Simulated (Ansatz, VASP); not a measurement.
## Rb: VASP beside Ansatz

```
Rb
1.0
    -2.76391    2.76391    2.80600
     2.76391   -2.76391    2.80600
     2.76391    2.76391   -2.80600
Rb
1
Direct
  0.00000 0.00000 0.00000
```

Change from the starting cell: strain -0.015 along x and y, +0.000 along z, atoms carried along.

Alike in both runs: task single point; functional PBE; k mesh 12 × 12 × 12; occupations gaussian, width 0.15 eV; no spin polarisation.

```csv
,VASP,Ansatz
version,VASP 6.6.1,Ansatz 0.2.0
potentials or method,"VASP PAW PBE potentials, release 64 (Rb_sv)","scalar-relativistic, plane waves, PAW"
plane-wave cutoff (eV),520,420
valence electrons in the cell,9,9
```

|  | VASP | Ansatz | Ansatz less VASP |
| --- | --- | --- | --- |
| gap on the k mesh at the Fermi level (eV) | none | none | - |
| pressure (GPa) | 0.2 | 0.2 | 0.00 |

A gap of «none» marks a metal or a gap that the smearing closes.
